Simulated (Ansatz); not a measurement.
## O-17 NMR of the central transition in SiO2

Cell: a Materials Project structure (computed, not necessarily an observed phase), taken as it stands.

```
Si O
1.0
    -3.59684    3.59684    6.06359
     3.59684   -3.59684    6.06359
     3.59684    3.59684   -6.06359
Si O
5 10
Direct
  0.00000 0.00000 0.00000
  0.78778 0.99377 0.20599
  0.00623 0.21222 0.79401
  0.41822 0.21222 0.20599
  0.78778 0.58178 0.79401
  0.26061 0.07909 0.18152
  0.92091 0.10243 0.18152
  0.92091 0.73939 0.81848
  0.89757 0.07909 0.81848
  0.73371 0.73371 0.00000
  0.26629 0.26629 0.00000
  0.56677 0.06677 0.13354
  0.93323 0.06677 0.50000
  0.56677 0.43323 0.50000
  0.93323 0.43323 0.86646
```

Atoms are numbered from 1 in the order listed; like atoms form one site, named after its first atom.

Method: Kohn–Sham DFT in Ansatz, PBE, plane waves and PAW (field gradients read without the response of the frozen cores, which leaves them typically 4 to 6 % off), scalar-relativistic, 420 eV cutoff, Γ-centred 4×4×4 k-points, Fermi–Dirac smearing 0.02 eV.

O-17 has I = 5/2 and Q = -25.58 mb (Pyykkö 2018); at 16.4 T its Larmor frequency is ν₀ = 94.7 MHz. Only the quadrupole interaction is simulated: positions count from each site's isotropic chemical shift, and J coupling is left out, as are shift anisotropy and dipolar coupling, which fast spinning averages.

Simulated pattern of one O site (fast magic-angle spinning, Gaussian broadening 0.2 kHz):

| offset (kHz) | height |
| --- | --- |
| -6.330 | 0 |
| -6.178 | 0 |
| -6.026 | 3 |
| -5.874 | 5 |
| -5.722 | 5 |
| -5.570 | 5 |
| -5.417 | 6 |
| -5.265 | 6 |
| -5.113 | 6 |
| -4.961 | 6 |
| -4.809 | 6 |
| -4.657 | 6 |
| -4.505 | 6 |
| -4.353 | 7 |
| -4.201 | 7 |
| -4.048 | 10 |
| -3.896 | 38 |
| -3.744 | 76 |
| -3.592 | 75 |
| -3.440 | 56 |
| -3.288 | 48 |
| -3.136 | 43 |
| -2.984 | 41 |
| -2.832 | 40 |
| -2.679 | 39 |
| -2.527 | 38 |
| -2.375 | 39 |
| -2.223 | 39 |
| -2.071 | 40 |
| -1.919 | 41 |
| -1.767 | 44 |
| -1.615 | 47 |
| -1.463 | 51 |
| -1.310 | 59 |
| -1.158 | 77 |
| -1.006 | 100 |
| -0.854 | 78 |
| -0.702 | 26 |
| -0.550 | 2 |
| -0.398 | 0 |

**Question.** Which |C_Q| and η does the pattern imply?

**Answer.** The pattern spans 5.32 kHz before broadening and its centre of gravity is at -2.43 kHz, which fixes P_Q; the places of the horns and steps fix η. That gives P_Q = 6.19 MHz, |C_Q| = 6.18 MHz and η = 0.07, the values that the calculation gives site O12 (2 Si at 1.61 Å, angle 153°). The other sites have |C_Q| = 5.49, 5.58 MHz. The sign of C_Q can't be read from the pattern.

At O12 V_zz runs parallel to the line that joins its two neighbours (within 1°).

The largest force is 0.5 eV/Å, so the atoms aren't at the calculated equilibrium and relaxing them would move these values.
